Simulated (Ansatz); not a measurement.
**Sn: strain energy, fitted**

Sn, Fd-3m, a = 6.541 Å. Ansatz: PBEsol, PAW, 420 eV, Γ-centred 12×12×8 mesh on 4 atoms, Gaussian smearing 0.10 eV; no spin polarisation. Series: shear of c along a, cell held, atoms relaxed; x is the strain in per cent (engineering shear). The axes a, b, c are those of the computed cell (4.625, 4.625, 6.541 Å), along [1 1 0], [-1 1 0], [0 0 1] of the cell named above. y is the free energy over the unstrained cell, V0 = 34.977 Å³/atom. Symmetry makes y even in x.

| x (%) | y (meV/atom) |
| --- | --- |
| 0.0 | 0.00 |
| 1.0 | ? |
| 2.0 | 1.17 |
| 3.0 | 2.62 |
| 4.0 | 4.66 |
| 6.0 | 10.56 |

Fit y = c2 x² + c4 x⁴ to the other rows, turn c2 into a modulus, and predict the missing energy.

Least squares on the rows shown. y = 0.2901 x² + 8.886×10⁻⁵ x⁴. In eV per unit strain² c2 is 2.901; this is the shear stiffness (E = ½ C V0 γ²): 2 × 2.901 × 160.2 / (34.977) = 27 GPa. At x = 1.0 the fit asked for gives 0.29 meV/atom. The run gave 0.29 meV/atom, the same to the digits shown.